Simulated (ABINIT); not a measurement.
# BN (P6_3mc) in ABINIT: reference runs, part 2 of 2

ABINIT 10.8.3 (patched build). The steps go on from the part before.

### 4 Single point, PBE (atoms moved at random, drawn with an rms of 0.05 Å)

Input file run.abi:

```
# Pseudopotentials
pp_dirpath "./"
pseudos "N.GGA_PBE-JTH.xml, B.GGA_PBE-JTH.xml"

# Structure
acell 3*1.0 Angstrom
rprim
     2.5539396017     0.0000000000     0.0000000000
    -1.2769698009     2.2117765748     0.0000000000
     0.0000000000     0.0000000000     4.2268550000
ntypat 2
znucl 7 5
natom 4
typat 1 1 2 2
xred
     0.3334880000     0.6536870000     0.1223270000
     0.6682570000     0.3213090000     0.6214650000
     0.3232690000     0.6717890000     0.4884910000
     0.6967360000     0.3469010000     0.9952160000
chkprim 0
chksymtnons 0
tolsym 1.0e-6

# Plane-wave basis
ecut 25.0
pawecutdg 47.0

# k points
kptopt 1
ngkpt 12 12 6
nshiftk 1
shiftk 0.0 0.0 0.0

# Exchange and correlation
ixc 11

# Bands and occupations
nband 12
occopt 3
tsmear 0.05 eV

# SCF cycle
nstep 100
tolvrs 1.0e-9

# Output
iomode 3
prtwf 0
prteig 0
prtebands 0
enunit 2
prtden 1
prtvha 1
prtvclmb 1
prtpot 1
```

Potentials or basis: JTH PAW PBE v2.0.

Launch:

```console
$ abinit run.abi > log 2>&1
```

run.abo:

```text
.Version 10.8.3 of ABINIT
 Symmetries : space group P1 (#  1); Bravais aP (primitive triclinic)
================================================================================
 Values of the parameters that define the memory need of the present run
     intxc =       0    ionmov =       0      iscf =      17    lmnmax =       8
     lnmax =       4     mgfft =      36  mpssoang =       2    mqgrid =    3001
     natom =       4  nloc_mem =       2    nspden =       1   nspinor =       1
    nsppol =       1      nsym =       1    n1xccc =       1    ntypat =       2
    occopt =       3   xclevel =       2
       mpw =         996          nfft =       20736          nkpt =         436
 PAW method is used; the additional fine FFT grid is defined by:
   mgfftf=        50    nfftf =     45000
================================================================================
================================================================================

--------------------------------------------------------------------------------
------------- Echo of variables that govern the present computation ------------
--------------------------------------------------------------------------------
 -outvars: echo values of preprocessed input variables --------
            acell      1.8897261259E+00  1.8897261259E+00  1.8897261259E+00 Bohr
              amu      1.40067400E+01  1.08110000E+01
          chkprim           0
      chksymtnons           0
             ecut      2.50000000E+01 Hartree
           enunit           2
                       outvar_i_n : Printing only first  50 k-points.
              ixc          11
                       outvar_i_n : Printing only first  50 k-points.
         kptrlatt       12    0    0      0   12    0      0    0    6
          kptrlen      4.79255899E+01
            natom           4
            nband          12
            ngfft          24      24      36
          ngfftdg          30      30      50
             nkpt         436
            nstep         100
             nsym           1
           ntypat           2
                       prtocc : prtvol=0, do not print more k-points.
           occopt           3
        pawecutdg      4.70000000E+01 Hartree
         pawxcdev           0
        prtebands           0
           prteig           0
           prtpot           1
         prtvclmb           1
           prtvha           1
            prtwf           0
            rprim      2.5539396017E+00  0.0000000000E+00  0.0000000000E+00
                      -1.2769698009E+00  2.2117765748E+00  0.0000000000E+00
                       0.0000000000E+00  0.0000000000E+00  4.2268550000E+00
          spgroup           1
           tolsym      1.00000000E-06
           tolvrs      1.00000000E-09
           tsmear      1.83746611E-03 Hartree
            typat      1  1  2  2
           useylm           1
                       outvars : Printing only first  50 k-points.
           xangst      1.6969651651E-02  1.4458095939E+00  5.1705849158E-01
                       1.2963861267E+00  7.1066371947E-01  2.6268424426E+00
                      -3.2244764475E-02  1.4858471734E+00  2.0647806258E+00
                       1.3364395614E+00  7.6726750557E-01  4.2066337257E+00
            xcart      3.2067994072E-02  2.7321841626E+00  9.7709894017E-01
                       2.4498147328E+00  1.3429597974E+00  4.9640127924E+00
                      -6.0933773852E-02  2.8078442227E+00  3.9018698929E+00
                       2.5255047549E+00  1.4499254508E+00  7.9493856535E+00
             xred      3.3348800000E-01  6.5368700000E-01  1.2232700000E-01
                       6.6825700000E-01  3.2130900000E-01  6.2146500000E-01
                       3.2326900000E-01  6.7178900000E-01  4.8849100000E-01
                       6.9673600000E-01  3.4690100000E-01  9.9521600000E-01
            znucl        7.00000    5.00000

================================================================================

 chkinp: Checking input parameters for consistency.

[... 135 lines left out ...]
    4       0.111324725100      0.053712133004      0.052479690019

 cartesian coordinates (angstrom) at end:
    1      0.01696965165081     1.44580959385129     0.51705849158500
    2      1.29638612665586     0.71066371947241     2.62684244257500
    3     -0.03224476447485     1.48584717340832     2.06478062580500
    4      1.33643956142804     0.76726750557469     4.20663372568000

 cartesian forces (hartree/bohr) at end:
    1      0.01438523006100     0.02428059390085    -0.00696263283024
    2     -0.01171351503950     0.01803396427246    -0.00679465427849
    3      0.02039713493554    -0.01613204378719     0.02029927249663
    4     -0.02306884995704    -0.02618251438612    -0.00654198538791
 frms,max,avg= 1.7565112E-02 2.6182514E-02   2.327E-06  1.419E-05 -2.816E-05 h/b

 cartesian forces (eV/Angstrom) at end:
    1      0.73971827136072     1.24855833878168    -0.35803297545225
    2     -0.60233316115446     0.92734372831303    -0.34939517102356
    3      1.04886284969037    -0.82954304471855     1.04383056074996
    4     -1.18624795989662    -1.34635902237617    -0.33640241427416
 frms,max,avg= 9.0323437E-01 1.3463590E+00   1.196E-04  7.296E-04 -1.448E-03 e/A
 length scales=  1.889726125908  1.889726125908  1.889726125908 bohr
              =  1.000000000000  1.000000000000  1.000000000000 angstroms
 Fermi (or HOMO) energy (hartree) =   0.37867   Average Vxc (hartree)=  -0.46863
 Eigenvalues (hartree) for nkpt= 436  k points:
 kpt#   1, nband= 12, wtk=  0.00116, kpt=  0.0000  0.0000  0.0000 (reduced coord)
  -0.42681   -0.27615   -0.08058    0.22789    0.25453    0.29936    0.31544    0.33734
   0.60768    0.62760    0.63958    0.67150
      occupation numbers for kpt#   1
   2.00000    2.00000    2.00000    2.00000    2.00000    2.00000    2.00000    2.00000
   0.00000    0.00000    0.00000    0.00000
 prteigrs : prtvol=0 or 1, do not print more k-points.

 Fermi (or HOMO) energy (eV) =  10.30423   Average Vxc (eV)= -12.75213
 Eigenvalues (   eV  ) for nkpt= 436  k points:
 kpt#   1, nband= 12, wtk=  0.00116, kpt=  0.0000  0.0000  0.0000 (reduced coord)
 -11.61411   -7.51444   -2.19271    6.20118    6.92613    8.14589    8.58359    9.17955
  16.53588   17.07790   17.40399   18.27256
 prteigrs : prtvol=0 or 1, do not print more k-points.

--- !EnergyTerms
iteration_state     : {dtset: 1, }
comment             : Components of total free energy in Hartree
kinetic             :  1.58628379844501E+01
hartree             :  3.67765410099892E+00
xc                  : -7.81734258134505E+00
Ewald energy        : -2.62034638621818E+01
psp_core            :  1.44750279304113E+00
local_psp           : -1.56900806524612E+01
PAW spherical_terms :  2.77290305810381E+00
internal            : -2.59499891593941E+01
'-kT*entropy'       : -1.82296006149947E-14
total_energy        : -2.59499891593941E+01
total_energy_eV     : -7.06135178095294E+02
...

--- !EnergyTermsDC
iteration_state     : {dtset: 1, }
comment             : '"Double-counting" decomposition of free energy'
band_energy         :  4.15662531357833E-01
Ewald energy        : -2.62034638621818E+01
psp_core            :  1.44750279304113E+00
xc_dc               : -2.08343336922430E+00
PAW spherical_terms :  4.73742848675192E-01
internal            : -2.59499890583320E+01
'-kT*entropy'       : -1.82296006149947E-14
total_energy_dc     : -2.59499890583320E+01
total_energy_dc_eV  : -7.06135175345253E+02
...

--- !EnergyTermsWithPAWCore
iteration_state     : {dtset: 1, }
comment             : 'Components of total free energy, including PAW core contributions'
Total energy        : -1.59387496998695E+02
Total energy DC     : -1.59387496897633E+02
Total energy (eV)   : -4.33715474361163E+03
Total energy DC (eV): -4.33715474086159E+03
...

 Cartesian components of stress tensor (hartree/bohr^3)
  sigma(1 1)= -6.18492070E-05  sigma(3 2)= -4.15196356E-05
  sigma(2 2)= -3.26905912E-05  sigma(3 1)= -2.58773505E-05
  sigma(3 3)= -1.61104138E-06  sigma(2 1)= -3.77716832E-05

-Cartesian components of stress tensor (GPa)         [Pressure=  9.4295E-01 GPa]
- sigma(1 1)= -1.81966649E+00  sigma(3 2)= -1.22154985E+00
- sigma(2 2)= -9.61790398E-01  sigma(3 1)= -7.61337937E-01
- sigma(3 3)= -4.73984739E-02  sigma(2 1)= -1.11128129E+00

== END DATASET(S) ==============================================================
================================================================================

 -outvars: echo values of variables after computation  --------
            acell      1.8897261259E+00  1.8897261259E+00  1.8897261259E+00 Bohr
           etotal     -2.5949989058E+01
            fcart      1.4385230061E-02  2.4280593901E-02 -6.9626328302E-03
                      -1.1713515039E-02  1.8033964272E-02 -6.7946542785E-03
                       2.0397134936E-02 -1.6132043787E-02  2.0299272497E-02
                      -2.3068849957E-02 -2.6182514386E-02 -6.5419853879E-03
            rprim      2.5539396017E+00  0.0000000000E+00  0.0000000000E+00
                      -1.2769698009E+00  2.2117765748E+00  0.0000000000E+00
                       0.0000000000E+00  0.0000000000E+00  4.2268550000E+00
           strten     -6.1849207038E-05 -3.2690591180E-05 -1.6110413842E-06
                      -4.1519635644E-05 -2.5877350520E-05 -3.7771683152E-05
           xangst      1.6969651651E-02  1.4458095939E+00  5.1705849158E-01
                       1.2963861267E+00  7.1066371947E-01  2.6268424426E+00
                      -3.2244764475E-02  1.4858471734E+00  2.0647806258E+00
                       1.3364395614E+00  7.6726750557E-01  4.2066337257E+00
             xred      3.3348800000E-01  6.5368700000E-01  1.2232700000E-01
                       6.6825700000E-01  3.2130900000E-01  6.2146500000E-01
                       3.2326900000E-01  6.7178900000E-01  4.8849100000E-01
                       6.9673600000E-01  3.4690100000E-01  9.9521600000E-01
 Calculation completed.
```

Wall time 2.6 min (1 thread of Intel Xeon Platinum 8488C (Sapphire Rapids), shared host); peak memory 0.23 GiB.

Results:

| Item | Value |
| --- | --- |
| Free energy | -706.1352 eV |
| Largest force | 1.826 eV/Å |
| Band gap on the k mesh | 4.46 eV, indirect (least direct gap 7.36 eV) |

Forces on the atoms (eV/Å):
```
N    0.740  1.249 -0.358
N   -0.602  0.927 -0.349
B    1.049 -0.830  1.044
B   -1.186 -1.346 -0.336
```

Levels at points of the mesh, in eV from the valence-band top:
```csv
k point,band 4,band 5,band 6,band 7,band 8,band 9,band 10,band 11,band 12
"(0.00, 0.00, 0.00)",-2.98,-2.25,-1.03,-0.60,0.00,7.36,7.90,8.22,9.09
"(0.50, 0.00, 0.00)",-8.38,-7.38,-5.23,-5.15,-2.24,6.21,7.39,9.71,11.06
"(0.00, 0.50, 0.00)",-8.14,-7.43,-5.47,-4.91,-2.45,6.00,7.27,10.00,10.73
"(0.50, 0.50, 0.00)",-7.99,-7.46,-5.48,-4.86,-2.57,5.98,7.16,9.79,10.84
"(0.00, 0.00, 0.50)",-6.14,-2.28,-1.90,-1.20,-0.95,8.32,8.47,9.01,9.28
"(0.50, 0.00, 0.50)",-10.37,-4.44,-4.26,-3.89,-3.68,5.96,6.02,9.49,9.81
"(0.00, 0.50, 0.50)",-10.33,-4.58,-4.30,-4.00,-3.73,5.85,6.16,9.19,9.76
"(0.50, 0.50, 0.50)",-10.17,-4.56,-4.32,-4.08,-3.78,5.91,6.13,9.12,9.56
```

Caveat: the cutoff is too short for stress, so the log's stress isn't used; the atomic spheres overlap.
